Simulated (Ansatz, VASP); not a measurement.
**One calculation of Bi, two programs**

File INCAR:

```
PREC = Accurate
ENCUT = 600
EDIFF = 1E-6
ISMEAR = 0
SIGMA = 0.1
LREAL = False
LASPH = True
NELM = 60
ALGO = Normal
ISIF = 3
LWAVE = False
LCHARG = False
GGA = PE
IBRION = 2
NSW = 100
EDIFFG = -0.01
```

The input KPOINTS:

```
regular mesh
0
Gamma
  16 16 16
```

Contents of POSCAR:

```
Bi
1.0
    3.2800384025      0.0000000000      0.0000000000
    0.0000000000      3.2800384025      0.0000000000
    0.0000000000      0.0000000000      3.2800384025
Bi
1
Direct
    0.0000000000      0.0000000000      0.0000000000
```

Input for Ansatz:

```yaml
crystal:
  lattice:
    - [3.2800384025, 0.0, 0.0]
    - [0.0, 3.2800384025, 0.0]
    - [0.0, 0.0, 3.2800384025]
  atoms:
    - { symbol: Bi, position: [0.0, 0.0, 0.0] }
basis:
  ecutwfc: 420
kpoints:
  mp_grid: { grid: [16, 16, 16] }
hamiltonian:
  xc: pbe
scf:
  occupations: { method: gaussian, width: 0.1 }
output:
  forces: true
  stress: true
  eigenvalues: true
relax:
  adjacent_minimum: "off"
  f_tol: 0.01
  max_steps: 80
  cell: { stress_tol: 0.05 }
```

Alike in both runs: task relaxation of cell and atoms; functional PBE; k mesh 16 × 16 × 16; occupations gaussian, width 0.1 eV; no spin polarisation.

```csv
,VASP,Ansatz
version,VASP 6.6.1,Ansatz 0.2.0
potentials or method,"VASP PAW PBE potentials, release 64 (Bi_d)","scalar-relativistic, plane waves, PAW"
plane-wave cutoff (eV),600,420
valence electrons in the cell,15,15
```

Ansatz gave:

| Item | Value |
| --- | --- |
| gap on the k mesh at the Fermi level, each at its own relaxed structure (eV) | none |
| relaxed volume (Å³/atom) | 35.13 |
| relaxed cell length with the largest relative difference (Å) | 3.275 |

**Question.** Which values does VASP return?

**Answer.** gap on the k mesh at the Fermi level, each at its own relaxed structure (eV): none; relaxed volume (Å³/atom): 35.12; relaxed cell length with the largest relative difference (Å): 3.275.

A gap of «none» marks a metal or a gap that the smearing closes.

Caveats: spin-orbit coupling is left out, which moves the levels of the heavy elements.
